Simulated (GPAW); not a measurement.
Wanted: an ASE script for a GPAW 26.7.0 run.

| Item | Value |
| --- | --- |
| Task | single point |
| Functional | PBE |
| Potentials or basis | GPAW PAW data sets (gpaw-data 1.2.1) |
| Cutoff | 500 eV |
| Basis | pw |
| k mesh | 8 × 8 × 4 |
| Occupations | fermi-dirac, width 0.05 eV |
| Spin | no spin polarisation |
| Maxiter | 120 |
| Convergence | default |

MoS2:

```
Mo S
1.0
     3.22746    0.00000    0.00000
    -1.61373    2.79507    0.00000
     0.00000    0.00000    6.31247
Mo S
1 2
Direct
  0.00000 0.00000 0.50000
  0.66667 0.33333 0.74468
  0.33333 0.66667 0.25532
```

Measurements of this composition are mostly on another form, of space group No. 194.

These files were run (other wordings do the same):

run.py

```python
from ase import Atoms
from ase.dft.bandgap import bandgap
from ase.io import write
from ase.units import GPa
from gpaw import GPAW, PW

atoms = Atoms(['Mo', 'S', 'S'],
              cell=[[3.2274645616, 0.0, 0.0],
                    [-1.6137322808, 2.7950663001, 0.0],
                    [0.0, 0.0, 6.31247342]],
              scaled_positions=[[0.0, 0.0, 0.5],
                                [0.6666666667, 0.3333333333, 0.74468068],
                                [0.3333333333, 0.6666666667, 0.25531932]],
              pbc=True)

calc = GPAW(mode=PW(500),
            xc='PBE',
            kpts={'size': (8, 8, 4), 'gamma': True},
            occupations={'name': 'fermi-dirac', 'width': 0.05},
            nbands=25,
            maxiter=120,
            txt='gpaw.txt')
atoms.calc = calc
energy = atoms.get_potential_energy()
forces = atoms.get_forces()
stress = atoms.get_stress()
calc.write('gs.gpw')
write('result.traj', atoms)
print(f'Energy: {energy:.6f} eV')
print('Forces (eV/A):')
print(forces.round(4))
print('Stress (GPa):', (stress / GPa).round(3))
print('Fermi level:', round(calc.get_fermi_level(), 4), 'eV')
print(f'Gap: {bandgap(calc)[0]:.4f} eV, direct: {bandgap(calc, direct=True)[0]:.4f} eV')
```

Potentials or basis: GPAW PAW data sets (gpaw-data 1.2.1), pw.

The run is started by

```console
$ OMP_NUM_THREADS=1 python run.py
```

It gave:

* Pressure: 1.0 GPa
* Largest force: 0.275 eV/Å
* Band gap on the k mesh: none (metal or under the smearing width)

Caveat: the cutoff is short for stress and forces, so pressures can be off by a GPa or more; this functional lacks dispersion, which binds the layers, so the pressure and a relaxed spacing across them are unreliable.

Wall time 31 s on 1 thread of Intel(R) Xeon(R) Platinum 8259CL CPU @ 2.50GHz (Skylake/Cascade Lake), on a shared host, peak memory 0.17 GiB.
